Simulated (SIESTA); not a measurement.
The system is MnS.

```
Mn S
1.0
     3.95358    0.00000    0.00000
    -1.97679    3.42390    0.00000
     0.00000    0.00000    6.34253
Mn S
2 2
Direct
  0.66667 0.33333 0.49884
  0.33333 0.66667 0.99884
  0.33333 0.66667 0.62615
  0.66667 0.33333 0.12615
```

The cell is a database's computed one.

Base run:

| Quantity | Value |
| --- | --- |
| Program | SIESTA 5.4.2 |
| Functional | PBEsol |
| Potentials or basis | PseudoDojo 0.4 standard (PBEsol files) |
| Basis | DZP (energy shift 0.003 Ry; two zetas on semicore shells) |
| Grid cutoff | 800 Ry |
| Energy shift | 0.003 Ry |
| k mesh | 8 × 8 × 4 |
| Occupations | fermi-dirac, width 0.05 eV |
| Spin | collinear spin, ferromagnetic start |
| Starting moments | [4.0, 4.0, 0.0, 0.0] μB |

Its results: band gap on the k mesh none (metal or under the smearing width); pressure 0.1 GPa; net moment 9.85 μB per cell; site moments Mn +4.75; S +0.18 μB; largest force 0.289 eV/Å.

The run is repeated on the same cell with these changes: functional from PBEsol to LDA; potentials or basis from PseudoDojo 0.4 standard (PBEsol files) to PseudoDojo 0.4 standard (LDA files). What comes out?

Band gap on the k mesh none (metal or under the smearing width); pressure -3.5 GPa; net moment 9.65 μB per cell; site moments Mn +4.62; S +0.20 μB; largest force 0.266 eV/Å.

Caveats: short orbitals over semicore shells can move pressures by several GPa; the basis of atomic orbitals isn't converged, which shifts pressures, moduli and gaps; semilocal functionals often make such compounds metallic where correlation or magnetic order opens a gap, which also shifts bond lengths; only a ferromagnetic start was run, and an antiferromagnetic order may lie lower in energy.
